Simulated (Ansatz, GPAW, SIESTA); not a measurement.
GaSb: programs and potentials compared

```
Sb Ga
1.0
     0.00000    3.05900    3.05900
     3.05900    0.00000    3.05900
     3.05900    3.05900    0.00000
Sb Ga
1 1
Direct
  0.75000 0.75000 0.75000
  0.00000 0.00000 0.00000
```

Alike in all runs: task band structure; functional BLYP; k mesh 8 × 8 × 8; occupations fermi-dirac, width 0.05 eV; no spin polarisation; no spin-orbit coupling. Pressure is positive in compression and, in plane waves, holds the error of the finite cutoff.

| program and potentials | plane-wave cutoff (eV) | notes | pressure (GPa) |
| --- | --- | --- | --- |
| SIESTA, files PseudoDojo sr-pbe-0.4.1-standard, DZP (energy shift 0.003 Ry; two zetas on semicore shells) | - | atomic basis; potentials made for PBE; 14 valence electrons an atom on average | 5.43 |
| Ansatz, all-electron LAPW, scalar-relativistic | - | - | ? |
| GPAW, PAW data sets generated for this functional | 600 | 9 valence electrons an atom on average | 5.20 |

Task: Estimate from the other rows what the run with Ansatz, all-electron LAPW, scalar-relativistic gave.

Result: Pressure 5.35 GPa. The other rows, which needn't bracket it: pressure 5.20 to 5.43.
